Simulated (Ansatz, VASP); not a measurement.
**Cd in VASP and in Ansatz**

File INCAR:

```
PREC     = Accurate       # precision mode
ENCUT    = 520            # plane-wave cutoff, eV
EDIFF    = 1E-7           # SCF threshold, eV
ISMEAR   = -1             # smearing method
SIGMA    = 0.05           # smearing width, eV
LREAL    = F              # projectors in reciprocal space
LASPH    = T              # aspherical terms in the spheres
NELM     = 60             # most SCF steps
ALGO     = Normal         # electronic algorithm
ISIF     = 2              # what is computed and relaxed
LWAVE    = F              # write WAVECAR
LCHARG   = F              # write CHGCAR
GGA      = PE             # functional
NBANDS   = 12             # bands
```

KPOINTS

```
Automatic mesh
0
Gamma
  10 10 10
```

Contents of POSCAR:

```
Cd
1.0
    1.6080291515      0.9283960635      2.4492874100
   -1.6080291515      0.9283960635      2.4492874100
    0.0000000000     -1.8567921270      2.4492874100
Cd
1
Direct
    0.0000000000      0.0000000000      0.0000000000
```

The input input.yaml:

```yaml
crystal:
  lattice:
    - [1.6080291515, 0.9283960635, 2.44928741]
    - [-1.6080291515, 0.9283960635, 2.44928741]
    - [0.0, -1.856792127, 2.44928741]
  atoms:
    - { symbol: Cd, position: [0.0, 0.0, 0.0] }
hamiltonian:
  xc: pbe
  pseudopotentials: { kind: paw }
kpoints:
  mp_grid: { grid: [10, 10, 10] }
scf:
  occupations: { method: fermi_dirac, width: 0.05 }
output:
  forces: true
  stress: true
  eigenvalues: true
```

This isn't the form of Cd at room conditions, which is hcp.

Alike in both runs: task single point; functional PBE; k mesh 10 × 10 × 10; occupations fermi-dirac, width 0.05 eV; no spin polarisation.

|  | VASP | Ansatz |
| --- | --- | --- |
| version | VASP 6.6.1 | Ansatz 0.2.0 |
| potentials or method | VASP PAW PBE potentials, release 64 (Cd) | Ansatz PAW |
| plane-wave cutoff (eV) | 520 | 420 |
| valence electrons in the cell | 12 | 20 |

```csv
,VASP,Ansatz,Ansatz less VASP
gap on the k mesh at the Fermi level (eV),none,none,-
pressure (GPa),2.3,2.1,-0.29
largest component of the traceless stress (GPa),0.49,0.44,-0.048
```

A gap of «none» marks a metal or a gap that the smearing closes. The two sets of potentials don't hold the same shells in valence.
